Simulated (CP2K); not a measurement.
The system is As.

```
As
1.0
     4.13100    0.00000    0.00000
     2.41839    3.34911    0.00000
     2.41839    1.23667    3.11243
As
2
Direct
  0.22600 0.22600 0.22600
  0.77400 0.77400 0.77400
```

Base run:

```yaml
Program: CP2K 2026.2
Functional: PBEsol
Potentials_or_basis: POTENTIAL_UZH As GTH-PBE-q5; TZVP-MOLOPT-PBE-GTH basis
Density_cutoff: 6123 eV
k_mesh: 9 × 9 × 9
Occupations: fermi-dirac, width 0.05 eV
Spin: no spin polarisation
```

Its results: band gap on the k mesh none (metal or under the smearing width); pressure 2.7 GPa; largest force 0.639 eV/Å.

Question: The run is repeated on the same cell with these changes: functional from PBEsol to PBE. What comes out?

Answer: Band gap on the k mesh none (metal or under the smearing width); pressure 4.4 GPa; largest force 0.524 eV/Å.

PBE binds less tightly than PBEsol, so the same cell stands under more pressure.

Caveats: the basis of atomic orbitals isn't converged, which shifts pressures, moduli and gaps; the potentials were made for another functional, which shifts forces and pressure (some runs).
